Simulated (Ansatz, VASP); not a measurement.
## Bi: VASP beside Ansatz

Contents of INCAR:

```
SYSTEM = Bi
ALGO     = Normal         ! electronic algorithm
EDIFF    = 1E-6           ! SCF threshold, eV
ENCUT    = 520            ! plane-wave cutoff, eV
GGA      = PS             ! functional
ISIF     = 2              ! what is computed and relaxed
ISMEAR   = -1             ! smearing method
LASPH    = .TRUE.         ! aspherical terms in the spheres
LCHARG   = .FALSE.        ! write CHGCAR
LREAL    = .FALSE.        ! projectors in reciprocal space
LWAVE    = .FALSE.        ! write WAVECAR
NBANDS   = 22             ! bands
NELM     = 80             ! most SCF steps
PREC     = Accurate       ! precision mode
SIGMA    = 0.1            ! smearing width, eV
```

Contents of KPOINTS:

```
k-points
0
G
  12 12 7
  0 0 0
```

The input POSCAR:

```
Bi
1.0
    3.3217816452      0.0000000000      0.0000000000
   -1.6608908226      2.8767472906      0.0000000000
    0.0000000000      0.0000000000      5.5534298496
Bi
2
Direct
    0.3333333333      0.6666666667      0.2500000000
    0.6666666667      0.3333333333      0.7500000000
```

Input for Ansatz:

```yaml
crystal:
  lattice:
    - [3.3217816452, 0.0, 0.0]
    - [-1.6608908226, 2.8767472906, 0.0]
    - [0.0, 0.0, 5.5534298496]
  atoms:
    - { symbol: Bi, position: [0.3333333333, 0.6666666667, 0.25] }
    - { symbol: Bi, position: [0.6666666667, 0.3333333333, 0.75] }
kpoints:
  mp_grid: { grid: [12, 12, 7] }
scf:
  occupations: { method: fermi_dirac, width: 0.1 }
hamiltonian:
  xc: pbesol
  pseudopotentials: { kind: all_electron, lapw: { basis_error: 0.001 } }
output:
  forces: true
  stress: true
  eigenvalues: true
  populations: true
```

Change from the starting cell: volume scaled by 0.88, LAPW.

Alike in both runs: task single point; functional PBEsol; k mesh 12 × 12 × 7; occupations fermi-dirac, width 0.1 eV; no spin polarisation.

|  | VASP | Ansatz |
| --- | --- | --- |
| version | VASP 6.6.1 | Ansatz 0.2.0 |
| potentials or method | VASP PAW PBE potentials, release 64 (Bi_d) | all-electron LAPW, scalar-relativistic |
| plane-wave cutoff (eV) | 520 | see its input |

|  | VASP | Ansatz | Ansatz less VASP |
| --- | --- | --- | --- |
| pressure (GPa) | 10.2 | 10.4 | +0.11 |

Ansatz ran all-electron here, so the differences hold the error of VASP's frozen core and of both bases.

Caveats: the PAW data sets were made with another functional, which shifts forces and pressure a little (VASP); spin-orbit coupling is left out, which moves the levels of the heavy elements.
